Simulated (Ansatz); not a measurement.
# MgB2: the cost of one run

Method: DFT PBE, scalar-relativistic, plane waves, PAW, in Ansatz 0.2.0.

1 further run of the same task is left out (set aside as unsound or not needed).

## Step 1: Starting point

Symmetry: P6/mmm, No. 191, hexagonal system. Conventional cell: a = 3.076 Å, b = 3.076 Å, c = 3.522 Å, α = 90.00°, β = 90.00°, γ = 120.00°. Around Mg (site symmetry 6/mmm) lie 12 B at 2.50 Å. B (site symmetry -6m2) has 3 B at 1.78 Å and 6 Mg at 2.50 Å as nearest neighbours.

Coordinates:

```
CELL_PARAMETERS angstrom
3.07589 0.00000 0.00000
-1.53795 2.66380 0.00000
0.00000 0.00000 3.52241
ATOMIC_POSITIONS crystal
Mg 0.00000 0.00000 0.00000
B 0.33333 0.66667 0.50000
B 0.66667 0.33333 0.50000
```

This cell was relaxed beforehand with the same method: volume 9.62 Å³/atom, gap on the mesh none (metal).

## Step 2: Electronic structure at the relaxed geometry

Contents of input.yaml:

```yaml
crystal:
  lattice:
    - [3.0758935131, 0.0, 0.0]
    - [-1.5379467566, 2.6638019217, 0.0]
    - [0.0, 0.0, 3.5224067905]
  atoms:
    - { symbol: Mg, position: [0.0, 0.0, 0.0] }
    - { symbol: B, position: [0.3333333333, 0.6666666667, 0.5] }
    - { symbol: B, position: [0.6666666667, 0.3333333333, 0.5] }
basis:
  ecutwfc: 420
kpoints:
  mp_grid: { grid: [18, 18, 12] }
  band_path:
    path:
      - [[0.0, 0.0, 0.0], [0.5, 0.0, 0.0], [0.33333333, 0.33333333, 0.0], [0.0, 0.0, 0.0], [0.0, 0.0, 0.5], [0.5, 0.0, 0.5], [0.33333333, 0.33333333, 0.5], [0.0, 0.0, 0.5]]
      - [[0.5, 0.0, 0.5], [0.5, 0.0, 0.0]]
      - [[0.33333333, 0.33333333, 0.5], [0.33333333, 0.33333333, 0.0]]
    npoints: 14
hamiltonian:
  xc: pbe
scf:
  occupations: { method: gaussian, width: 0.1 }
  n_extra_bands: 7
output:
  forces: true
  stress: true
  eigenvalues: true
  populations: true
  dos: { projected: true, de: 0.02, nscf_kmesh: { grid: [27, 27, 18] } }
  bader: true
  write_density: true
  write_potential: true
  elf: true
  volumetric_format: npy
```

The run is started by

```bash
$ ansatz run input.yaml --threads 1 --pin off --max-ram 2560MiB --backend cpu --events-out ev --progress --plain --runs-dir out
```

**Question.** How long does this run take on 1 thread of Intel Xeon at 2.50GHz (Skylake/Cascade Lake), shared host, and how much memory does it need?

About 70 s, with a peak of 0.46 GiB.
